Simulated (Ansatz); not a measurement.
CsCl built on the CsCl prototype (r2SCAN geometry), in Ansatz:

```
CELL_PARAMETERS angstrom
4.14068 0.00000 0.00000
0.00000 4.14068 0.00000
0.00000 0.00000 4.14068
ATOMIC_POSITIONS crystal
Cs 0.00000 0.00000 0.00000
Cl 0.50000 0.50000 0.50000
```

G0W0@PBE with 389 empty bands, a screening cutoff of 180 eV and a 4×4×4 mesh (PAW, contour deformation) gives 7.639 eV over the mesh points, from a PBE gap of 5.213 eV; it sums over 397 bands with 389 plane waves in the screening and a wave cutoff of 420 eV. No extrapolation in bands, cutoff or mesh was made for G0W0. Calculated for a static, non-magnetic cell.

Q: Estimate the gap with mesh 6×6×6, empty bands 115, screening cutoff 80 eV.

A: 7.414 eV (-0.225 eV), from a Kohn-Sham gap of 5.214 eV.

Q: Estimate the gap with empty bands 755, screening cutoff 260 eV.

A: 7.710 eV (+0.071 eV), from a Kohn-Sham gap of 5.213 eV.

The runs are scalar-relativistic, without spin-orbit coupling.
